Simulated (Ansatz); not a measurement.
# How far is PAW off for CdS?

```
Cd S
1.0
     4.12097    0.00000    0.00000
    -2.06049    3.56887    0.00000
     0.00000    0.00000    6.72643
Cd S
2 2
Direct
  0.33333 0.66667 0.00000
  0.66667 0.33333 0.50000
  0.33333 0.66667 0.38500
  0.66667 0.33333 0.88500
```

Atom numbers follow the list: Cd1, Cd2, S3, S4.

The cell is COD entry 9008862, as deposited and not checked against the literature; nothing was relaxed. It differs from other determinations. The listed cell was then made from it by scaling, straining or moving an atom.

Methods: DFT, PBEsol, PAW with Ansatz's default frozen-core files, scalar-relativistic (Ansatz 0.2.0); DFT, PBEsol, all-electron PAW with datasets made for the crystal, scalar-relativistic (Ansatz 0.2.0); DFT, PBEsol, all-electron LAPW, scalar-relativistic (Ansatz 0.2.0).

For PAW: a Γ-centred 7×7×4 k mesh, Fermi–Dirac smearing of 0.01 eV, cutoff 420 eV, no spin polarisation; the PAW files were made with PBE, and the program remakes their frozen cores for this functional. The crystal-made all-electron datasets (AE datasets) take a cutoff of 260 eV at this cell. LAPW targets a basis error of 1 meV/atom. The Ansatz runs share mesh, smearing and spin set-up. Plane-wave (PAW) pressures include the program's estimate of the Pulay term.

Stress and pressure are positive in compression.

The change that made this cell: volume scaled by 0.99.

| quantity | PAW | AE datasets | LAPW |
| --- | --- | --- | --- |
| pressure (GPa) | 0.04 | 0.07 | 0.07 |
| stress xx (GPa) | 0.77 | 0.79 | 0.80 |
| stress zz (GPa) | -1.41 | -1.39 | -1.38 |
| force on Cd1, z (eV/Å) | 0.256 | 0.256 | 0.256 |
| force on S3, z (eV/Å) | -0.256 | -0.256 | -0.256 |
| band gap (eV) | 1.108 | 1.108 | 1.109 |

PAW's pressure differs from the LAPW value by -0.03 GPa.
